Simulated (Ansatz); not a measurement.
**SnTe in Ansatz: convergence with xc grid**

The system is SnTe.

```
Te Sn
1.0
     0.00000    3.15085    3.15085
     3.15085    0.00000    3.15085
     3.15085    3.15085    0.00000
Te Sn
1 1
Direct
  0.50000 0.50000 0.50000
  0.00000 0.00000 0.00000
```

- Program: Ansatz 0.2.0
- Task: convergence study
- Functional: PBE
- Potentials or basis: all-electron LAPW, scalar-relativistic
- Cutoff: 185 eV (chosen from the basis error)
- Basis error allowed: 0.001 eV/atom
- k mesh: 7 × 7 × 7
- Occupations: fermi-dirac, width 0.05 eV
- Spin: no spin polarisation

These are the settings of the first run; the series varies xc grid, with any setting tied to it.

Hardware: 1 thread of Arm Neoverse V1 (shared host).

```csv
xc grid,"energy less the tightest run, at zero smearing (meV/atom)",SCF cycles,CPU time (s),peak memory (GiB)
1,0.00,7,5.4,0.27
2,0.00,7,5.5,0.27
3,0.00,7,5.8,0.27
4,0.00,7,6.2,0.27
```

Against the tightest run, the energy stays within 1 meV/atom from 1 on. The tightest run that finished is the yardstick and may itself not be fully converged.

Caveat, for the tightest run too: this odd mesh misses L, where the gap lies, so gap, dielectric constants and Born charges aren't listed. Spin-orbit coupling is left out, which matters for the levels of Te.
